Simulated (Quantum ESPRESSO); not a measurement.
**TePb in Quantum ESPRESSO: the effect of functional**

TePb:

```xyz
2
Lattice="0.0000 3.2310 3.2310 3.2310 0.0000 3.2310 3.2310 3.2310 0.0000" Properties=species:S:1:pos:R:3 pbc="T T T"
Pb    0.0000    0.0000    0.0000
Te    3.2310    3.2310    3.2310
```

Alike in all runs:

| Quantity | Value |
| --- | --- |
| Program | Quantum ESPRESSO 7.5 |
| Task | dielectric tensor |
| Cutoff | 1088 eV |
| Density cutoff | 4354 eV |
| k mesh | 4 × 4 × 4, shifted |
| Occupations | fermi-dirac, width 0.05 eV |
| Spin | no spin polarisation |

| functional | potentials or basis | pressure (GPa) | dielectric constant (mean) |
| --- | --- | --- | --- |
| LDA | PseudoDojo 0.4.1 SR LDA standard | ? | ? |
| PBEsol | PseudoDojo 0.4.1 SR PBEsol standard | -0.3 | 27.87 |
| WC | PseudoDojo 0.4.1 SR PBE standard | -0.3 | 28.11 |
| BLYP | PseudoDojo 0.4.1 SR PBE standard | 5.4 | 25.33 |
| AM05 | PseudoDojo 0.4.1 SR PBE standard | 0.1 | 27.18 |

Q: What does the run with functional LDA give?

A: Pressure -1.7 GPa; dielectric constant 28.53 mean.

Caveats: the potentials were made for another functional, which shifts forces and pressure (some runs); the cell is more than 3 GPa from zero pressure, which shifts response properties (some runs).

Runs at the PBE level aren't shown here.
